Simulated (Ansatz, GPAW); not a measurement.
Given: the input of a run of Ansatz 0.2.0 on MnO2. Measurements of this composition are mostly on another form, of space group No. 136.

Contents of input.yaml:

```yaml
crystal:
  lattice:
    - [2.8565781804, 0.0, 0.0]
    - [-1.4282890902, 2.4738692722, 0.0]
    - [0.0, 0.0, 4.6013740589]
  atoms:
    - { symbol: Mn, position: [0.0, 0.0, 0.5], spin: 4.0 }
    - { symbol: O, position: [0.3333333333, 0.6666666667, 0.70629257] }
    - { symbol: O, position: [0.6666666667, 0.3333333333, 0.29370743] }
hamiltonian:
  xc: pbesol
  pseudopotentials: { kind: paw }
magnetization:
  spin_polarized: true
kpoints:
  mp_grid: { grid: [11, 11, 6] }
scf:
  occupations: { method: fermi_dirac, width: 0.05 }
output:
  forces: true
  stress: true
  eigenvalues: true
```

Potentials or basis: Ansatz PAW.

Launch:

```sh
$ ansatz run input.yaml --threads 1 --pin off --max-ram 3584MiB --backend cpu --events-out ev --progress --plain --runs-dir out
```

Set up the same calculation for GPAW 26.7.0 (ASE script). Potentials or basis there: PAW data sets generated for this functional, cutoff 800 eV.

As run (cutoffs and basis follow the program's own potentials, and thresholds, step limits or extra output files can differ):

File run.py:

```python
from ase import Atoms
from ase.dft.bandgap import bandgap
from ase.io import write
from ase.units import Bohr, GPa
from gpaw import GPAW, PW, setup_paths
from gpaw.elf import elf_from_dft_calculation

setup_paths.insert(0, '.')

atoms = Atoms(['Mn', 'O', 'O'],
              cell=[[2.8565781804, 0.0, 0.0],
                    [-1.4282890902, 2.4738692722, 0.0],
                    [0.0, 0.0, 4.6013740589]],
              scaled_positions=[[0.0, 0.0, 0.5],
                                [0.3333333333, 0.6666666667, 0.70629257],
                                [0.6666666667, 0.3333333333, 0.29370743]],
              pbc=True)
atoms.set_initial_magnetic_moments([4.0, 0.0, 0.0])

calc = GPAW(mode=PW(800),
            xc='PBEsol',
            kpts={'size': (11, 11, 6), 'gamma': True},
            occupations={'name': 'fermi-dirac', 'width': 0.05},
            nbands=26,
            convergence={'density': 1e-05, 'energy': 1e-05},
            maxiter=150,
            txt='gpaw.txt')
atoms.calc = calc
energy = atoms.get_potential_energy()
forces = atoms.get_forces()
stress = atoms.get_stress()
calc.write('gs.gpw')
write('result.traj', atoms)
print(f'Energy: {energy:.6f} eV')
print('Forces (eV/A):')
print(forces.round(4))
print('Stress (GPa):', (stress / GPa).round(3))
print('Moments:', calc.get_magnetic_moments().round(3))
print('Fermi level:', round(calc.get_fermi_level(), 4), 'eV')
print(f'Gap: {bandgap(calc)[0]:.4f} eV, direct: {bandgap(calc, direct=True)[0]:.4f} eV')

# fields on the real-space grid
write('density.cube', atoms, data=calc.get_pseudo_density() * Bohr**3)
write('potential.cube', atoms, data=calc.get_electrostatic_potential())
write('spin.cube', atoms, data=(calc.get_pseudo_density(spin=0) - calc.get_pseudo_density(spin=1)) * Bohr**3)
write('elf.cube', atoms, data=elf_from_dft_calculation(calc).data)
```

Potentials or basis: PAW data sets generated in the run's folder for this functional, pw.

The run is started by

```sh
$ gpaw-setup -f PBEsol Mn O
$ OMP_NUM_THREADS=1 python run.py
```

Both were run:

|  | Ansatz | GPAW |
| --- | --- | --- |
| Pressure | -2.2 GPa | 0.9 GPa |
| Net moment | 3.00 μB per cell | 3.00 μB per cell |

Ansatz's pressure holds a Pulay term of +0.81 GPa for its cutoff of 420 eV, which the other run lacks.

Ansatz's potentials were made for PBE.

Where Ansatz's input types no cutoff or centring, it takes its own default and a Γ-centred mesh.

The magnetic state is the one that the start led to; the real crystal's order can differ.

The two runs disagree by more than potentials and bases usually give (in gap, levels, pressure or energy); the cause wasn't traced.

Pressure is positive in compression.
